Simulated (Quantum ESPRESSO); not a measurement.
Set up this calculation in Quantum ESPRESSO 7.5, as the native input.

```
Task                : band structure
Functional          : PBEsol
Potentials or basis : GBRV 1.5 PBEsol
Cutoff              : 612 eV
Density cutoff      : 4898 eV
k mesh              : 5 × 5 × 5
Occupations         : fermi-dirac, width 0.05 eV
Spin                : no spin polarisation
Mixing beta         : 0.5
Most SCF iterations : 120
SCF threshold       : 1.6e-09 Ry
```

N:

```
N
1.0
     5.56052    0.00000    0.00000
     0.00000    5.56052    0.00000
     0.00000    0.00000    5.56052
N
8
Direct
  0.05740 0.44260 0.55740
  0.44260 0.55740 0.05740
  0.55740 0.05740 0.44260
  0.94260 0.94260 0.94260
  0.94260 0.55740 0.44260
  0.55740 0.44260 0.94260
  0.44260 0.94260 0.55740
  0.05740 0.05740 0.05740
```

These files were run (other wordings do the same):

pw.in

```
&CONTROL
  calculation = 'scf'
  prefix = 'pwscf'
  outdir = './tmp'
  pseudo_dir = './pseudo'
  tprnfor = .true.
  tstress = .true.
  disk_io = 'low'
/
&SYSTEM
  ibrav = 0
  nat = 8
  ntyp = 1
  ecutwfc = 45
  ecutrho = 360
  nbnd = 28
  occupations = 'smearing'
  smearing = 'fd'
  degauss = 0.00367493
/
&ELECTRONS
  conv_thr = 1.6d-09
  electron_maxstep = 120
  mixing_beta = 0.5
/
ATOMIC_SPECIES
N     14.0070 n_pbesol_v1.2.uspp.F.UPF
CELL_PARAMETERS angstrom
   5.5605176600    0.0000000000    0.0000000000
   0.0000000000    5.5605176600    0.0000000000
   0.0000000000    0.0000000000    5.5605176600
ATOMIC_POSITIONS crystal
N      0.0573973300    0.4426026700    0.5573973300
N      0.4426026700    0.5573973300    0.0573973300
N      0.5573973300    0.0573973300    0.4426026700
N      0.9426026700    0.9426026700    0.9426026700
N      0.9426026700    0.5573973300    0.4426026700
N      0.5573973300    0.4426026700    0.9426026700
N      0.4426026700    0.9426026700    0.5573973300
N      0.0573973300    0.0573973300    0.0573973300
K_POINTS automatic
5 5 5 0 0 0
```

bands.in

```
&CONTROL
  calculation = 'bands'
  prefix = 'pwscf'
  outdir = './tmp'
  pseudo_dir = './pseudo'
  disk_io = 'low'
  verbosity = 'high'
/
&SYSTEM
  ibrav = 0
  nat = 8
  ntyp = 1
  ecutwfc = 45
  ecutrho = 360
  nbnd = 28
  occupations = 'smearing'
  smearing = 'fd'
  degauss = 0.00367493
/
&ELECTRONS
  conv_thr = 1d-08
  electron_maxstep = 120
  mixing_beta = 0.5
  diago_full_acc = .true.
  startingwfc = 'random'
/
ATOMIC_SPECIES
N     14.0070 n_pbesol_v1.2.uspp.F.UPF
CELL_PARAMETERS angstrom
   5.5605176600    0.0000000000    0.0000000000
   0.0000000000    5.5605176600    0.0000000000
   0.0000000000    0.0000000000    5.5605176600
ATOMIC_POSITIONS crystal
N      0.0573973300    0.4426026700    0.5573973300
N      0.4426026700    0.5573973300    0.0573973300
N      0.5573973300    0.0573973300    0.4426026700
N      0.9426026700    0.9426026700    0.9426026700
N      0.9426026700    0.5573973300    0.4426026700
N      0.5573973300    0.4426026700    0.9426026700
N      0.4426026700    0.9426026700    0.5573973300
N      0.0573973300    0.0573973300    0.0573973300
K_POINTS crystal
60
 0.0000000000  0.0000000000  0.0000000000 1
 0.0000000000  0.0714285714  0.0000000000 1
 0.0000000000  0.1428571429  0.0000000000 1
 0.0000000000  0.2142857143  0.0000000000 1
 0.0000000000  0.2857142857  0.0000000000 1
 0.0000000000  0.3571428571  0.0000000000 1
 0.0000000000  0.4285714286  0.0000000000 1
 0.0000000000  0.5000000000  0.0000000000 1
 0.0714285714  0.5000000000  0.0000000000 1
 0.1428571429  0.5000000000  0.0000000000 1
 0.2142857143  0.5000000000  0.0000000000 1
 0.2857142857  0.5000000000  0.0000000000 1
 0.3571428571  0.5000000000  0.0000000000 1
 0.4285714286  0.5000000000  0.0000000000 1
 0.5000000000  0.5000000000  0.0000000000 1
 0.4545454545  0.4545454545  0.0000000000 1
 0.4090909091  0.4090909091  0.0000000000 1
 0.3636363636  0.3636363636  0.0000000000 1
 0.3181818182  0.3181818182  0.0000000000 1
 0.2727272727  0.2727272727  0.0000000000 1
 0.2272727273  0.2272727273  0.0000000000 1
 0.1818181818  0.1818181818  0.0000000000 1
 0.1363636364  0.1363636364  0.0000000000 1
 0.0909090909  0.0909090909  0.0000000000 1
 0.0454545455  0.0454545455  0.0000000000 1
 0.0000000000  0.0000000000  0.0000000000 1
 0.0357142857  0.0357142857  0.0357142857 1
 0.0714285714  0.0714285714  0.0714285714 1
 0.1071428571  0.1071428571  0.1071428571 1
 0.1428571429  0.1428571429  0.1428571429 1
 0.1785714286  0.1785714286  0.1785714286 1
 0.2142857143  0.2142857143  0.2142857143 1
 0.2500000000  0.2500000000  0.2500000000 1
 0.2857142857  0.2857142857  0.2857142857 1
 0.3214285714  0.3214285714  0.3214285714 1
 0.3571428571  0.3571428571  0.3571428571 1
 0.3928571429  0.3928571429  0.3928571429 1
 0.4285714286  0.4285714286  0.4285714286 1
 0.4642857143  0.4642857143  0.4642857143 1
 0.5000000000  0.5000000000  0.5000000000 1
 0.4545454545  0.5000000000  0.4545454545 1
 0.4090909091  0.5000000000  0.4090909091 1
 0.3636363636  0.5000000000  0.3636363636 1
 0.3181818182  0.5000000000  0.3181818182 1
 0.2727272727  0.5000000000  0.2727272727 1
 0.2272727273  0.5000000000  0.2272727273 1
 0.1818181818  0.5000000000  0.1818181818 1
 0.1363636364  0.5000000000  0.1363636364 1
 0.0909090909  0.5000000000  0.0909090909 1
 0.0454545455  0.5000000000  0.0454545455 1
 0.0000000000  0.5000000000  0.0000000000 1
 0.5000000000  0.5000000000  0.0000000000 1
 0.5000000000  0.5000000000  0.0625000000 1
 0.5000000000  0.5000000000  0.1250000000 1
 0.5000000000  0.5000000000  0.1875000000 1
 0.5000000000  0.5000000000  0.2500000000 1
 0.5000000000  0.5000000000  0.3125000000 1
 0.5000000000  0.5000000000  0.3750000000 1
 0.5000000000  0.5000000000  0.4375000000 1
 0.5000000000  0.5000000000  0.5000000000 1
```

Potentials or basis: GBRV 1.5 PBEsol.

Launch:

```sh
$ OMP_NUM_THREADS=1 mpirun -n 2 pw.x -nk 2 -in pw.in > pw.out
$ OMP_NUM_THREADS=1 mpirun -n 2 pw.x -nk 2 -in bands.in > bands.out
```

Results of the run:

* Pressure: 0.6 GPa
* Largest force: 0.080 eV/Å
* Band gap on the k mesh: 7.18 eV, indirect (least direct gap 7.21 eV)
* Band gap along the path: 7.18 eV, indirect (least direct gap 7.21 eV)

Wall time 60 s on 2 MPI ranks on Intel(R) Xeon(R) 6975P-C (Granite Rapids) (shared host), peak memory 0.36 GiB a rank.
